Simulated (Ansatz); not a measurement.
MgTe under changes of volume

One of the cells (33.761 Å³/atom); the others are scaled copies at fixed shape and fractional positions:

```
CELL_PARAMETERS angstrom
0.00000 3.23200 3.23200
3.23200 0.00000 3.23200
3.23200 3.23200 0.00000
ATOMIC_POSITIONS crystal
Te 0.25000 0.25000 0.25000
Mg 0.00000 0.00000 0.00000
```

The cell comes from a database or a generator and needn't be the stable form of this composition.

* Program: Ansatz 0.2.0
* Functional: LDA
* Potentials or basis: all-electron LAPW, scalar-relativistic
* Cutoff: 199 eV (chosen from the basis error)
* Basis error allowed: 0.001 eV/atom
* k mesh: 7 × 7 × 7
* Occupations: fermi-dirac, width 0.05 eV
* Spin: no spin polarisation

| volume (Å³/atom) | energy over the lowest point (meV/atom) | pressure (GPa) | gap on the mesh (eV) |
| --- | --- | --- | --- |
| 31.735 | ? | ? | ? |
| 32.410 | 0.00 | -0.1 | 2.37 |
| 33.086 | 2.14 | -0.9 | 2.27 |
| 33.761 | 7.29 | -1.6 | 2.18 |
| 34.436 | 15.15 | -2.2 | 2.10 |
| 35.111 | 25.44 | -2.7 | 2.02 |
| 35.787 | 37.90 | -3.2 | 1.94 |

Problem. What does the run at 31.735 Å³/atom give?

Solution. Energy over the lowest point 1.22 meV/atom; pressure 0.7 GPa; gap on the mesh 2.46 eV.

Worked out: A Birch-Murnaghan fit of order 3 (a polynomial in V^(-2/3)) to the other rows has its minimum at 32.31 Å³/atom, just outside them, with B0 = V·E''(V) = 39 GPa and B' = 4.3. It gives 1.25 meV/atom at 31.735 Å³/atom, against the run's 1.22, and -dE/dV = 0.7 GPa, against 0.7. A straight line through the other rows of the gap, of slope -4.3 eV per unit of ln V (its deformation potential), extrapolates to 2.45 eV, against the run's 2.46.

Energies are extrapolated to zero smearing.

Caveats: spin-orbit coupling is left out, which moves the levels of the heavy elements; an odd mesh through Γ misses points on the zone boundary, where band edges often lie (some runs).
